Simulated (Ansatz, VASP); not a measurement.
Two plane-wave programs on SiGe2

```
Si Ge
1.0
     0.00000    3.70389    3.70389
     3.70389    0.00000    3.70389
     3.70389    3.70389    0.00000
Si Ge
2 4
Direct
  0.00000 0.00000 0.00000
  0.25000 0.25000 0.25000
  0.62500 0.62500 0.62500
  0.12500 0.62500 0.62500
  0.62500 0.62500 0.12500
  0.62500 0.12500 0.62500
```

Alike in both runs: task single point; functional PBE; k mesh 4 × 4 × 4; occupations gaussian, width 0.1 eV; no spin polarisation.

```csv
,VASP,Ansatz
version,VASP 6.6.1,Ansatz 0.2.0
potentials or method,"VASP PAW PBE potentials, release 64 (Si, Ge_d)","scalar-relativistic, plane waves, PAW"
plane-wave cutoff (eV),520,420
valence electrons in the cell,64,64
```

Ansatz gave:

```
gap on the k mesh at the Fermi level (eV) : none
pressure (GPa)                            : 10.9
```

Problem. Which values does VASP return?

Solution. gap on the k mesh at the Fermi level (eV): none; pressure (GPa): 11.0.

A gap of «none» marks a metal or a gap that the smearing closes. The functional is the same, so the differences come from potentials, cutoffs and numerics.

Caveats: the k mesh is coarse (spacing up to 0.37 Å⁻¹), so the values aren't converged.
